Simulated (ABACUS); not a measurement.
Wanted: the native input for an ABACUS 3.10.1 run.

```
Task                                          : single point
Functional                                    : HLE16
Potentials or basis                           : SPMS ONCV 1.0 PBE
Cutoff                                        : 1102 eV
Density cutoff                                : 4408 eV
Basis                                         : plane waves
k mesh                                        : 6 × 6 × 6
Occupations                                   : fermi-dirac, width 0.05 eV
Spin                                          : no spin polarisation
Radial cutoff of the potentials (pseudo_rcut) : 10 bohr
SCF threshold on the density                  : 1e-08
Max SCF steps                                 : 100
Eigensolver                                   : dav
Mixing                                        : broyden
Mixing share                                  : 0.7
Symmetry key                                  : 1
Bands                                         : 19
```

GaP:

```
CELL_PARAMETERS angstrom
0.00000 2.72525 2.72525
2.72525 0.00000 2.72525
2.72525 2.72525 0.00000
ATOMIC_POSITIONS crystal
Ga 0.00000 0.00000 0.00000
P 0.75000 0.75000 0.75000
```

These files were run (other wordings do the same):

INPUT

```
INPUT_PARAMETERS
suffix              GaP
calculation         scf
basis_type          pw
pseudo_dir          ./
symmetry            1
dft_functional      GGA_XC_HLE16
ecutwfc             81
pseudo_rcut         10
nspin               1
nbands              19
ks_solver           dav
smearing_method     fd
smearing_sigma      0.00367493
scf_thr             1e-08
scf_nmax            100
mixing_type         broyden
mixing_beta         0.7
cal_force           1
cal_stress          1
out_chg             1
out_pot             2
out_elf             1
```

STRU

```
ATOMIC_SPECIES
Ga 69.7230 31_Ga_13_1.9_2.4_pbe_n_v1.0.upf
P 30.9738 15_P_5_1.8_1.9_pbe_n_v1.0.upf

LATTICE_CONSTANT
1.8897261246

LATTICE_VECTORS
0.0000000000 2.7252500000 2.7252500000
2.7252500000 0.0000000000 2.7252500000
2.7252500000 2.7252500000 0.0000000000

ATOMIC_POSITIONS
Direct

Ga
0.0
1
0.0000000000 0.0000000000 0.0000000000 1 1 1

P
0.0
1
0.7500000000 0.7500000000 0.7500000000 1 1 1
```

KPT

```
K_POINTS
0
Gamma
6 6 6 0 0 0
```

Potentials or basis: SPMS ONCV 1.0 PBE, plane waves.

Command:

```sh
$ OMP_NUM_THREADS=1 mpirun -np 4 abacus > log
```

Results of the run:

| Property | Result |
| --- | --- |
| Pressure | -7.5 GPa |
| Band gap on the k mesh | 2.38 eV, indirect (least direct gap 2.45 eV) |

Caveat: the potentials were made for a functional far from this one; the potentials were made for another functional, which shifts forces and pressure.

Run time: 4.9 s on 4 MPI ranks on Intel(R) Xeon(R) 6975P-C (Granite Rapids) (shared host), peak memory 0.24 GiB a rank.
